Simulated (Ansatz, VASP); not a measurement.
# GaAs in VASP and in Ansatz

Contents of INCAR:

```
SYSTEM = GaAs
PREC = Accurate ; ENCUT = 520
EDIFF = 1E-6 ; ISMEAR = 0
SIGMA = 0.05 ; LREAL = .FALSE.
LASPH = .TRUE. ; NELM = 100
ALGO = Normal ; ISIF = 2
LWAVE = .FALSE. ; LCHARG = .TRUE.
GGA = PE ; LELF = .TRUE.
LVHAR = .TRUE. ; NBANDS = 16
```

KPOINTS

```
Automatic mesh
0
G
  10 10 10
  0 0 0
```

File POSCAR:

```
GaAs
1.0
    0.0000000000      2.8337025038      2.8337025038
    2.8337025038      0.0000000000      2.8337025038
    2.8337025038      2.8337025038      0.0000000000
Ga As
1 1
Direct
    0.0000000000      0.0000000000      0.0000000000
    0.7500000000      0.7500000000      0.7500000000
```

Input for Ansatz:

```yaml
crystal:
  lattice:
    - [0.0, 2.8337025038, 2.8337025038]
    - [2.8337025038, 0.0, 2.8337025038]
    - [2.8337025038, 2.8337025038, 0.0]
  atoms:
    - { symbol: Ga, position: [0.0, 0.0, 0.0] }
    - { symbol: As, position: [0.75, 0.75, 0.75] }
basis:
  ecutwfc: 420
  ecutrho_ratio: 4
kpoints:
  mp_grid: { grid: [10, 10, 10] }
hamiltonian:
  xc: pbe
scf:
  occupations: { method: gaussian, width: 0.05 }
output:
  forces: true
  stress: true
  eigenvalues: true
```

Alike in both runs: task single point; functional PBE; k mesh 10 × 10 × 10; occupations gaussian, width 0.05 eV; no spin polarisation.

|  | VASP | Ansatz |
| --- | --- | --- |
| version | VASP 6.6.1 | Ansatz 0.2.0 |
| potentials or method | VASP PAW PBE potentials, release 64 (Ga_d, As) | scalar-relativistic, plane waves, PAW |
| plane-wave cutoff (eV) | 520 | 420 |
| valence electrons in the cell | 18 | 28 |

|  | VASP | Ansatz | Ansatz less VASP |
| --- | --- | --- | --- |
| gap on the k mesh at the Fermi level (eV) | 0.47 | 0.46 | -0.004 |
| least direct gap on the mesh (eV) | 0.47 | 0.46 | -0.004 |
| pressure (GPa) | 2.9 | 2.7 | -0.17 |

The functional is the same, so the differences come from potentials, cutoffs and numerics. The two sets of potentials don't hold the same shells in valence.
